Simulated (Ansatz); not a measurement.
# AlP: the cost of one run

Computed with Ansatz 0.2.0 (DFT PBEsol, scalar-relativistic, plane waves, PAW, unless a step's input says otherwise).

The COD entry's cell or inner coordinates are ideal or old and differ from later refinements, so a difference from it is no clean test against experiment.

5 further runs of the same task are left out: 1 that didn't finish, 4 set aside as unsound or not needed.

## 1. The starting structure

It takes space group F-43m (No. 216, cubic). The conventional cell has a = 5.470 Å, b = 5.470 Å, c = 5.470 Å, α = 90.00°, β = 90.00°, γ = 90.00°. Around Al (site symmetry -43m) lie 4 P at 2.37 Å. P (site symmetry -43m) has 4 Al at 2.37 Å as nearest neighbours.

Structure file:

```
Al P
1.0
     0.00000    2.73517    2.73517
     2.73517    0.00000    2.73517
     2.73517    2.73517    0.00000
Al P
1 1
Direct
  0.00000 0.00000 0.00000
  0.75000 0.75000 0.75000
```

This cell was relaxed beforehand with the same method: volume 20.46 Å³/atom, gap on the mesh 1.45 eV.

## 2. The cell under 5 GPa

What is minimised here is the enthalpy; the energy can go up as the cell is squeezed.

Contents of input.yaml:

```yaml
crystal:
  lattice:
    - [0.0, 2.735172739, 2.735172739]
    - [2.735172739, 0.0, 2.735172739]
    - [2.735172739, 2.735172739, 0.0]
  atoms:
    - { symbol: Al, position: [0.0, 0.0, 0.0] }
    - { symbol: P, position: [0.75, 0.75, 0.75] }
basis:
  ecutwfc: 420
kpoints:
  mp_grid: { grid: [8, 8, 8] }
hamiltonian:
  xc: pbesol
scf:
  occupations: { method: fixed }
output:
  forces: true
  stress: true
  eigenvalues: true
relax:
  adjacent_minimum: "off"
  f_tol: 0.001
  max_steps: 60
  cell: { stress_tol: 0.02, p_target: 5.0 }
```

On the command line:

```bash
> ansatz run input.yaml --threads 1 --pin off --max-ram 3072MiB --backend cpu --events-out ev --progress --plain --runs-dir out
```

Q: Estimate wall time and peak memory on 1 thread of AMD EPYC (Zen 3), shared host.

About 17 s, with a peak of 0.32 GiB.
